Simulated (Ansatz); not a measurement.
MgO, space group P-6m2, an all-electron equation of state

Computed with Ansatz's Python interface.

Script `run_eos_lapw.py`:
```python
"""E(V) of MgO on LAPW."""

import warnings

import ansatz as az
from ase.eos import EquationOfState
from ase.units import GPa
import numpy as np

VECTORS = np.array([
    [2.93802, 0.0, 0.0],
    [-1.46901, 2.5444, 0.0],
    [0.0, 0.0, 2.67968],
])
SITES = [
    ("Mg", (0.0, 0.0, 0.0)),
    ("O", (1 / 3, 2 / 3, 0.5)),
]


def build(cell):
    crystal = az.Crystal(lattice=az.Lattice.of(cell))
    for symbol, position in SITES:
        crystal = crystal.atom(symbol, position)
    return crystal


def main() -> None:
    warnings.simplefilter("ignore", az.DeckWarning)

    volumes, energies = [], []
    for scale in np.linspace(0.94, 1.06, 7):
        cell = VECTORS * scale ** (1 / 3)
        calculation = build(cell).calculation()
        calculation = calculation.functional("pbesol")
        calculation = calculation.occupations("fixed")
        calculation = calculation.scf(tolerance=1e-09)
        calculation = calculation.kpoints(12, 12, 8).pseudopotentials("all_electron", lapw=True)
        data = calculation.run(threads=1).report
        volumes.append(abs(np.linalg.det(cell)) / len(SITES))
        energies.append(data["free_energy_ev"] / len(SITES))
        print(f"{scale:.3f} {volumes[-1]:9.4f} A^3/atom {energies[-1]:16.5f} eV/atom  (estimated basis error {1000 * data['lapw_basis_errors']['total_ev_per_atom']:.2f} meV/atom)")
    v0, e0, bulk = EquationOfState(volumes, energies, eos="birchmurnaghan").fit()
    print(f"V0 = {v0:.4f} A^3/atom, B0 = {bulk / GPa:.1f} GPa")


if __name__ == "__main__":
    main()
```

`python run_eos_lapw.py` gives:
```text
0.940    9.4150 A^3/atom      -3741.86079 eV/atom  (estimated basis error 0.09 meV/atom)
0.960    9.6153 A^3/atom      -3741.86532 eV/atom  (estimated basis error 0.09 meV/atom)
0.980    9.8157 A^3/atom      -3741.86585 eV/atom  (estimated basis error 0.09 meV/atom)
1.000   10.0160 A^3/atom      -3741.86276 eV/atom  (estimated basis error 0.09 meV/atom)
1.020   10.2163 A^3/atom      -3741.85643 eV/atom  (estimated basis error 0.09 meV/atom)
1.040   10.4166 A^3/atom      -3741.84717 eV/atom  (estimated basis error 0.09 meV/atom)
1.060   10.6169 A^3/atom      -3741.83527 eV/atom  (estimated basis error 0.09 meV/atom)
V0 = 9.7424 A^3/atom, B0 = 145.6 GPa
```

A third-order Birch-Murnaghan fit through the 7 points has its minimum at 9.74 Å³ an atom, 2.7 % below the typed cell, with a bulk modulus of 146 GPa and dB/dP = 4.1. From that minimum the energy rises by 5.3 meV an atom on the compressed side and 30.8 meV on the expanded side.

What to keep in mind:
- All-electron totals depend on functional, relativistic treatment and basis; only differences at equal settings carry meaning.
- Shape and fractional positions are held along the curve, so the bulk modulus is an upper value where they are free to relax.
- The structure comes from a database of computed cells and needn't be a stable or known phase.
- Wall time of the script: 83 s on 1 thread of Intel(R) Xeon(R) Processor @ 2.30GHz (shared host), peak memory 0.47 GiB.
